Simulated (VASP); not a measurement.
Wanted: the native input for a VASP 6.6.1 run.

```
Task                   : relaxation of cell and atoms
Functional             : RPBE
Potentials or basis    : VASP PAW PBE potentials, release 64 (B, P)
Cutoff                 : 600 eV
k mesh                 : 10 × 10 × 10
Occupations            : gaussian, width 0.03 eV
Spin                   : no spin polarisation
Further INCAR settings : ALGO = Normal; EDIFF = 1e-07; IBRION = 2; EDIFFG = -0.005; NSW = 90; ISIF = 3
```

The structure of BP lies in POSCAR:

```
BP                                      
1.0
    0.0000000000      2.2853549780      2.2853549780
    2.2853549780      0.0000000000      2.2853549780
    2.2853549780      2.2853549780     -0.0000000000
  B               P             
     1     1
Direct
     0.0000000000000000    0.0000000000000000    0.0000000000000000
     0.2500000000000000    0.2500000000000000    0.2500000000000000
```

These files were run (other wordings do the same):

INCAR

```
SYSTEM = BP
ALGO = Normal
EDIFF = 1E-7
EDIFFG = -0.005
ENCUT = 600
GGA = RP
IBRION = 2
ISIF = 3
ISMEAR = 0
LASPH = .True.
LCHARG = .False.
LREAL = .False.
LWAVE = .False.
NELM = 80
NSW = 90
PREC = Accurate
SIGMA = 0.03
```

KPOINTS

```
k-points
0
Gamma
  10 10 10
  0 0 0
```

Potentials or basis: VASP PAW PBE potentials, release 64 (B, P).

The run is started by

```bash
$ cat potpaw_PBE.64/B/POTCAR potpaw_PBE.64/P/POTCAR > POTCAR
$ mpirun -np 1 vasp_std > vasp.out
```

Results of the run:

```
Pressure after relaxing : 0.0 GPa
Band gap on the k mesh  : 1.28 eV, indirect (least direct gap 3.36 eV)
```

Caveat: the relaxation stopped at its first step, so nothing moved; the PAW data sets were made with another functional, which shifts forces and pressure a little.

Wall time 5.8 s on 1 thread of Intel(R) Xeon(R) 6975P-C (Granite Rapids), on a shared host, peak memory 0.15 GiB.
